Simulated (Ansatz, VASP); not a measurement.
## One calculation of ZnCu, two programs

Contents of INCAR:

```
  PREC = Accurate
  ENCUT = 520
  EDIFF = 1E-6
  ISMEAR = 0
  SIGMA = 0.02
  LREAL = False
  LASPH = True
  NELM = 100
  ALGO = Normal
  ISIF = 2
  LWAVE = False
  LCHARG = False
  GGA = RP
  NBANDS = 18
```

KPOINTS

```
regular mesh
0
Gamma
  9 9 9
```

The input POSCAR:

```
ZnCu
1.0
    2.9450000000      0.0000000000      0.0000000000
    0.0000000000      2.9450000000      0.0000000000
    0.0000000000      0.0000000000      2.9450000000
Zn Cu
1 1
Direct
    0.5000000000      0.5000000000      0.5000000000
    0.0000000000      0.0000000000      0.0000000000
```

Contents of input.yaml:

```yaml
crystal:
  lattice:
    - [2.945, 0.0, 0.0]
    - [0.0, 2.945, 0.0]
    - [0.0, 0.0, 2.945]
  atoms:
    - { symbol: Zn, position: [0.5, 0.5, 0.5] }
    - { symbol: Cu, position: [0.0, 0.0, 0.0] }
kpoints:
  mp_grid: { grid: [9, 9, 9] }
scf:
  occupations: { method: gaussian, width: 0.02 }
hamiltonian:
  xc: rpbe
  pseudopotentials: { kind: all_electron, lapw: { basis_error: 0.001 } }
output:
  forces: true
  stress: true
  eigenvalues: true
```

Alike in both runs: task single point; functional RPBE; k mesh 9 × 9 × 9; occupations gaussian, width 0.02 eV; no spin polarisation.

|  | VASP | Ansatz |
| --- | --- | --- |
| version | VASP 6.6.1 | Ansatz 0.2.0 |
| potentials or method | VASP PAW PBE potentials, release 64 (Zn, Cu) | all-electron LAPW, scalar-relativistic |
| plane-wave cutoff (eV) | 520 | see its input |

Ansatz gave:

```
gap on the k mesh at the Fermi level (eV) : none
pressure (GPa)                            : 6.8
```

Problem. What did VASP give for the same quantities?

Solution. gap on the k mesh at the Fermi level (eV): none; pressure (GPa): 7.3.

A gap of «none» marks a metal or a gap that the smearing closes. Ansatz ran all-electron here, so the differences hold the error of VASP's frozen core and of both bases.

Caveats: the PAW data sets were made with another functional, which shifts forces and pressure a little (VASP).
